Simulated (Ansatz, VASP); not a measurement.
## Ce in VASP and in Ansatz

```
Ce
1.0
     0.00000    2.37746    2.37746
     2.37746    0.00000    2.37746
     2.37746    2.37746    0.00000
Ce
1
Direct
  0.00000 0.00000 0.00000
```

Alike in both runs: task single point; functional PBE; k mesh 7 × 7 × 7; occupations fermi-dirac, width 0.1 eV; no spin polarisation.

|  | VASP | Ansatz |
| --- | --- | --- |
| version | VASP 6.6.1 | Ansatz 0.2.0 |
| potentials or method | VASP PAW PBE potentials, release 64 (Ce) | plane waves (420 eV) with PAW, scalar-relativistic |
| plane-wave cutoff (eV) | 520 | 420 |
| valence electrons in the cell | 12 | 12 |

|  | VASP | Ansatz | Ansatz less VASP |
| --- | --- | --- | --- |
| pressure (GPa) | -0.2 | 0.0 | +0.19 |

With one functional, cell and mesh, what is left measures potentials, basis and numerics.

Spin-orbit coupling is left out, which matters for the levels of Ce. Spin polarisation is off, so any magnetic state and its effect on volume and gap are missing.
